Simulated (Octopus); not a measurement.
# Al2Pt (Fm-3m) in Octopus: equation of state

How stiff is Al2Pt in PBEsol, and what volume does it want? The cell is scaled to several volumes.

Program: Octopus 16.4. These are calculated values, not measurements. Logs are shortened: lines on timing, memory, paths and dates and some standing lists are left out, and cuts for length are marked.

## 1. The crystal as given

The structure is cubic, space group Fm-3m (No. 225). The conventional cell has a = 5.910 Å, b = 5.910 Å, c = 5.910 Å, α = 90.00°, β = 90.00°, γ = 90.00°. Around Pt (site symmetry m-3m) lie 8 Al at 2.56 Å. Al (site symmetry -43m) has 4 Pt at 2.56 Å as nearest neighbours.

## 2. Equation of state, PBEsol, 17.20 Å³/atom

File inp:

```
CalculationMode = gs
UnitsOutput = eV_Angstrom
PeriodicDimensions = 3
ExperimentalFeatures = yes
PseudopotentialSet = pseudodojo_pbesol
%LatticeParameters
 1*angstrom | 1*angstrom | 1*angstrom
%
%LatticeVectors
 0 | 2.955 | 2.955
 2.955 | 0 | 2.955
 2.955 | 2.955 | 0
%
%ReducedCoordinates
 "Pt" | 0 | 0 | 0
 "Al" | 0.75 | 0.75 | 0.75
 "Al" | 0.25 | 0.25 | 0.25
%
%Spacing
 0.13059378*angstrom | 0.13059378*angstrom | 0.13059378*angstrom
%
DerivativesOrder = 8
%KPointsGrid
 8 | 8 | 8
%
KPointsUseSymmetries = yes
XCFunctional = gga_x_pbe_sol + gga_c_pbe_sol
SmearingFunction = fermi_dirac
Smearing = 0.05*eV
ExtraStates = 9
Eigensolver = chebyshev_filter
ConvRelDens = 3e-7
MaximumIter = 120
```

Potentials or basis: pseudodojo_pbesol (PseudoDojo 0.4, PBEsol).

On the command line:

```sh
$ OMP_NUM_THREADS=1 octopus > out.log
```

out.log:

```text
Running octopus

[... 13 lines left out ...]

Input: [AllElectronType = no]
Input: [PseudopotentialSet = pseudodojo_pbesol]
Reading Coordinates from ReducedCoordinates block

****************************** Species *******************************
  Species 'Pt'
    type             : pseudopotential
    file             : 'Pt.upf'
    file format      : UPF2
    valence charge   : 18.0
    atomic number    :  78
    form on file     : kleinman-bylander
    lmax             : 3
    llocal           : -1
    projectors per l : 2
    total projectors : 8
    application form : kleinman-bylander
    orbitals         : 10
    bound orbitals   : 10

  Species 'Al'
    type             : pseudopotential
    file             : 'Al.upf'
    file format      : UPF2
    valence charge   : 3.0
    atomic number    :  13
    form on file     : kleinman-bylander
    lmax             : 2
    llocal           : -1
    projectors per l : 2
    total projectors : 6
    application form : kleinman-bylander
    orbitals         :  4
    bound orbitals   :  4

**********************************************************************

***************************** Symmetries *****************************
Space group No.  225
International: Fm-3m
Schoenflies: Oh^5
Info: The system has    48 symmorphic symmetries that can be used.
  Index                Rotation matrix                      Fractional translations
    1 :     1   0   0     0   1   0     0   0   1      0.000000    0.000000    0.000000
    2 :    -1   0   0     0  -1   0     0   0  -1      0.000000    0.000000    0.000000
    3 :     1   0  -1     1   0   0     1  -1   0      0.000000    0.000000    0.000000
    4 :    -1   0   1    -1   0   0    -1   1   0      0.000000    0.000000    0.000000
    5 :     0   1  -1     1   0  -1     0   0  -1      0.000000    0.000000    0.000000
    6 :     0  -1   1    -1   0   1     0   0   1      0.000000    0.000000    0.000000
[... 40 lines left out ...]
   47 :     0   1  -1    -1   1   0     0   1   0      0.000000    0.000000    0.000000
   48 :     0  -1   1     1  -1   0     0  -1   0      0.000000    0.000000    0.000000
Info: The system also has     0 nonsymmorphic symmetries (not used for electrons).
**********************************************************************

Input: [CurvMethod = curv_affine]
Input: [DerivativesStencil = stencil_stargeneral]

****************************** Lattice *******************************
  Lattice Vectors [A]
    0.000000    2.955000    2.955000
    2.955000    0.000000    2.955000
    2.955000    2.955000    0.000000
  Cell volume =            51.6063 [A^3]
  Reciprocal-Lattice Vectors [A^-1]
   -1.063145    1.063145    1.063145
    1.063145   -1.063145    1.063145
    1.063145    1.063145   -1.063145
  Cell angles [degree]
    alpha =   60.000
    beta  =   60.000
    gamma =   60.000
**********************************************************************

Checking if the generated full k-point grid is symmetric

    29 k-points generated from parameters :
 ---------------------------------------------------
    n =    8    8    8

    s1  =  0.00  0.00  0.00

   index |      weight  |             coordinates              |
       1 |     0.001953 |    0.000000    0.000000    0.000000  |
       2 |     0.015625 |    0.125000    0.000000    0.000000  |
       3 |     0.011719 |    0.125000    0.125000    0.000000  |
       4 |     0.023438 |   -0.125000    0.125000    0.000000  |
       5 |     0.046875 |   -0.125000    0.125000    0.125000  |
       6 |     0.015625 |    0.250000    0.000000    0.000000  |
[... 21 lines left out ...]
      28 |     0.023438 |   -0.375000    0.500000    0.125000  |
      29 |     0.005859 |    0.500000    0.500000    0.000000  |

Input: [SmearingFunction = fermi_dirac]
Input: [SymmetrizeDensity = yes]

******************************* States *******************************
Total electronic charge  =       24.000
Number of states         =       21
States block-size        =        4
**********************************************************************
[... 5 lines left out ...]
Simulation Box:
  Type = parallelepiped
  Lengths [A] = (   4.179,   4.179,   4.179)
Main mesh:
  Spacing [A] = ( 0.131, 0.131, 0.131)    volume/point [A^3] =      0.00157
  # inner mesh =      32768
  # total mesh =      95040
  Grid Cutoff [eV] =  2204.842802    Grid Cutoff [Ry] =   162.052971
**********************************************************************

Input: [StatesPack = yes]
Input: [StatesOrthogonalization = cholesky_serial]

**************************** Theory Level ****************************
Input: [TheoryLevel = kohn_sham]

Exchange-correlation:
  Exchange
    Perdew, Burke & Ernzerhof SOL (GGA)
    [1] J. P. Perdew, A. Ruzsinszky, G. I. Csonka, O. A. Vydrov, G. E. Scuseria, L. A. Constantin, X. Zhou, and K. Burke.,  Phys. Rev. Lett. 100, 136406 (2008)
  Correlation
    Perdew, Burke & Ernzerhof SOL (GGA)
    [1] J. P. Perdew, A. Ruzsinszky, G. I. Csonka, O. A. Vydrov, G. E. Scuseria, L. A. Constantin, X. Zhou, and K. Burke.,  Phys. Rev. Lett. 100, 136406 (2008)

**********************************************************************
[... 5 lines left out ...]
**********************************************************************

Info: FFT grid dimensions       = 32 x 32 x 32
      Total grid size           = 32768 (      0.2 MiB )
Input: [FilterPotentials = filter_TS]
Info: Pseudopotential for Pt
  Radii for localized parts:
    local part     =  1.3 A
    non-local part =  1.5 A
    orbitals       =  5.4 A

Info: Pseudopotential for Al
  Radii for localized parts:
    local part     =  1.3 A
    non-local part =  1.4 A
    orbitals       =  6.8 A

Input: [RelativisticCorrection = non_relativistic]
[... 11 lines left out ...]
      Block       2 contains       4 states:       5 -       8
      Block       3 contains       4 states:       9 -      12
      Block       4 contains       4 states:      13 -      16
      Block       5 contains       4 states:      17 -      20
      Block       6 contains       1 states:      21 -      21
Info: Ground-state allocation done.
Info: Could not find 'restart/gs' directory for restart.
[... 18 lines left out ...]
** Warning:
**   Cannot do LCAO for all states because there are not enough atomic orbitals.
**   Required: 21. Available: 18. 3 orbitals will be randomized.

Info: Unnormalized total charge =     24.006578
Info: Renormalized total charge =     24.000000

** Warning:
**   Symmetrization discrepancy ratio (scalar) =  8.19733E-06

Info: Setting up Hamiltonian.
Info: Performing initial LCAO calculation with     18 orbitals.
Info: Getting Hamiltonian matrix elements.

Eigenvalues [eV]
 #st  Spin   Eigenvalue      Occupation
#k =       1, k = (  0.000000,  0.000000,  0.000000)
   1   --   -90.531592       2.000000
   2   --   -44.874769       2.000000
   3   --   -44.874699       2.000000
   4   --   -44.874699       2.000000
   5   --    -3.184013       2.000000
   6   --     2.239416       2.000000
[... 10 lines left out ...]
  17   --    13.669290       1.999588
  18   --    19.689338       0.000000
#k =       2, k = (  0.125000,  0.000000,  0.000000)
   1   --   -90.514104       2.000000
   2   --   -44.857601       2.000000
   3   --   -44.857539       2.000000
   4   --   -44.792815       2.000000
   5   --    -2.958666       2.000000
   6   --     2.339201       2.000000
[... 10 lines left out ...]
  17   --    14.012097       1.672525
  18   --    20.303153       0.000000
[... 27 further k-points ...]
Fermi energy =    14.093631 eV
Generating random wavefunctions for states       19 and above
Orthogonalizing wavefunctions.
Info: Ground-state restart information will be written to 'restart/gs'.
Info: SCF using complex wavefunctions.
Info: Starting SCF iteration.

** Warning:
**   Symmetrization discrepancy ratio (scalar) =  2.52366E-02

*********************** SCF CYCLE ITER #    1 ************************
 etot  = -3.60918352E+03 abs_ev   =  6.76E+01 rel_ev   =  1.67E-01
 ediff =        1.33E+02 abs_dens =  2.00E+00 rel_dens =  8.35E-02
Matrix vector products: 725
Converged eigenvectors: 0

#  State  KPoint  Eigenvalue [eV]  Occupation    Error
      1       1      -90.533172    2.000000   ( 5.4E-07)
      1       2      -90.533167    2.000000   ( 3.6E-06)
      1       3      -90.533166    2.000000   ( 5.5E-06)
      1       4      -90.533160    2.000000   ( 6.8E-06)
      1       5      -90.533157    2.000000   ( 8.2E-06)
      1       6      -90.533156    2.000000   ( 5.0E-06)
      1      10      -90.533151    2.000000   ( 1.3E-05)
      1       7      -90.533149    2.000000   ( 8.2E-06)

  [output of 328 eigenvalues skipped: maximum error = 7.6E-02]
[... 21 lines left out ...]
     21       7       22.100628    0.000000   ( 1.1E-01)
     21      21       22.331371    0.000000   ( 1.3E-01)
     21      23       22.407735    0.000000   ( 1.1E-01)
     21      12       22.555558    0.000000   ( 1.0E-01)
     21      13       22.575910    0.000000   ( 1.1E-01)
     21      18       22.745820    0.000000   ( 1.3E-01)
     21      28       22.941157    0.000000   ( 1.3E-01)
     21      20       23.384999    0.000000   ( 1.8E-01)

Density of states:

----------------------------%----------------------------%------------
----------------------------%----------------------------%------------
----------------------------%----------------------------%------------
----------------------------%---------------------------%%------------
----------------------------%---------------------------%%-----%------
----------------------------%---------------------------%%-----%------
----------------------------%---------------------------%%----%%%-----
%---------------------------%--------------------------%%%%%-%%%%%-%--
%---------------------------%-------------------------%%%%%%%%%%%%%%%-
%---------------------------%-------------------------%%%%%%%%%%%%%%%%
                                                           ^

Fermi energy =     7.170205 eV

**********************************************************************

*********************** SCF CYCLE ITER #    2 ************************
 etot  = -3.69066680E+03 abs_ev   =  2.20E+01 rel_ev   =  5.17E-02
 ediff =        2.99E+00 abs_dens =  7.80E-01 rel_dens =  3.25E-02
Matrix vector products: 725
Converged eigenvectors: 0
[... 163 lines left out ...]
*********************** SCF CYCLE ITER #   16 ************************
 etot  = -3.68148686E+03 abs_ev   =  1.83E-05 rel_ev   =  4.32E-08
 ediff =        1.81E-06 abs_dens =  4.45E-07 rel_dens =  1.85E-08
Matrix vector products: 725
Converged eigenvectors: 0

#  State  KPoint  Eigenvalue [eV]  Occupation    Error
      1       1      -92.292825    2.000000   ( 5.1E-08)
      1       2      -92.292821    2.000000   ( 5.6E-08)
      1       3      -92.292820    2.000000   ( 5.1E-08)
      1       4      -92.292815    2.000000   ( 5.5E-08)
      1       5      -92.292812    2.000000   ( 5.3E-08)
      1       6      -92.292811    2.000000   ( 5.3E-08)
      1      10      -92.292807    2.000000   ( 5.1E-08)
      1       7      -92.292805    2.000000   ( 5.3E-08)

  [output of 326 eigenvalues skipped: maximum error = 7.2E-07]
[... 21 lines left out ...]
     21      24       19.385556    0.000000   ( 5.3E-03)
     21      23       19.449391    0.000000   ( 9.5E-03)
     21      11       19.466955    0.000000   ( 2.9E-02)
     21      21       19.574345    0.000000   ( 2.3E-02)
     21      25       19.700400    0.000000   ( 2.2E-02)
     21      27       19.763798    0.000000   ( 1.4E-02)
     21      18       19.856102    0.000000   ( 2.4E-02)
     21      12       20.269597    0.000000   ( 1.0E-02)

Density of states:

----------------------------------------------------------%-----------
----------------------------%-----------------------------%-----------
----------------------------%-----------------------------%-----------
----------------------------%-----------------------------%-----------
----------------------------%-----------------------------%-----------
----------------------------%-----------------------------%%----%-----
----------------------------%----------------------------%%%---%%%%%--
%---------------------------%----------------------------%%%-%-%%%%%%-
%---------------------------%---------------------------%%%%%%-%%%%%%-
%---------------------------%--------------------------%%%%%%%%%%%%%%%
                                                             ^

Fermi energy =     6.686379 eV

**********************************************************************

Info: SCF converged in   16 iterations

** Warning:
**   Some of the states are not fully converged!

Info: Number of matrix-vector products:      11600
Info: Finished writing information to 'restart/gs'.

Octopus emitted 20 warnings.
```

Run time: 7.7 min. Hardware: 1 thread of Arm Neoverse V2, shared host; peak memory 1.1 GiB.

Results:

```
Free energy            : -3681.4992 eV
Band gap on the k mesh : none (metal or under the smearing width)
```

## 3. Equation of state, PBEsol, 16.86 Å³/atom (volume scaled by 0.98)

inp: that of step 2 with these lines changed.

```diff
@@ -9,5 +9,5 @@
 %LatticeVectors
- 0 | 2.955 | 2.955
- 2.955 | 0 | 2.955
- 2.955 | 2.955 | 0
+ 0 | 2.9351671877 | 2.9351671877
+ 2.9351671877 | 0 | 2.9351671877
+ 2.9351671877 | 2.9351671877 | 0
 %
@@ -19,3 +19,3 @@
 %Spacing
- 0.13059378*angstrom | 0.13059378*angstrom | 0.13059378*angstrom
+ 0.12971729*angstrom | 0.12971729*angstrom | 0.12971729*angstrom
 %
```

Potentials or basis: pseudodojo_pbesol (PseudoDojo 0.4, PBEsol).

On the command line:

```sh
$ OMP_NUM_THREADS=1 octopus > out.log
```

Wall time 7.7 min (1 thread of Arm Neoverse V2, shared host); peak memory 1.1 GiB.

It converged, with:

- Free energy: -3681.4980 eV
- Band gap on the k mesh: none (metal or under the smearing width)

## 4. Equation of state, PBEsol, 17.55 Å³/atom (volume scaled by 1.02)

inp: that of step 3 with these lines changed.

```diff
@@ -9,5 +9,5 @@
 %LatticeVectors
- 0 | 2.9351671877 | 2.9351671877
- 2.9351671877 | 0 | 2.9351671877
- 2.9351671877 | 2.9351671877 | 0
+ 0 | 2.9745701068 | 2.9745701068
+ 2.9745701068 | 0 | 2.9745701068
+ 2.9745701068 | 2.9745701068 | 0
 %
@@ -19,3 +19,3 @@
 %Spacing
- 0.12971729*angstrom | 0.12971729*angstrom | 0.12971729*angstrom
+ 0.13145867*angstrom | 0.13145867*angstrom | 0.13145867*angstrom
 %
```

On the command line:

```sh
$ OMP_NUM_THREADS=1 octopus > out.log
```

It took 7.9 min on 1 thread of Arm Neoverse V2, shared host; peak memory 1.1 GiB.

Results (log left out):

| Item | Value |
| --- | --- |
| Free energy | -3681.4846 eV |
| Band gap on the k mesh | none (metal or under the smearing width) |

## 5. Equation of state, PBEsol, 16.51 Å³/atom (volume scaled by 0.96)

inp: that of step 4 with these lines changed.

```diff
@@ -9,5 +9,5 @@
 %LatticeVectors
- 0 | 2.9745701068 | 2.9745701068
- 2.9745701068 | 0 | 2.9745701068
- 2.9745701068 | 2.9745701068 | 0
+ 0 | 2.9150626719 | 2.9150626719
+ 2.9150626719 | 0 | 2.9150626719
+ 2.9150626719 | 2.9150626719 | 0
 %
@@ -19,3 +19,3 @@
 %Spacing
- 0.13145867*angstrom | 0.13145867*angstrom | 0.13145867*angstrom
+ 0.12882879*angstrom | 0.12882879*angstrom | 0.12882879*angstrom
 %
```

On the command line:

```sh
$ OMP_NUM_THREADS=1 octopus > out.log
```

Wall time 7.9 min (1 thread of Arm Neoverse V2, shared host); peak memory 1.1 GiB.

Results (log left out):

```
Free energy            : -3681.4775 eV
Band gap on the k mesh : none (metal or under the smearing width)
```

(Part 1 of 2 ends here.)
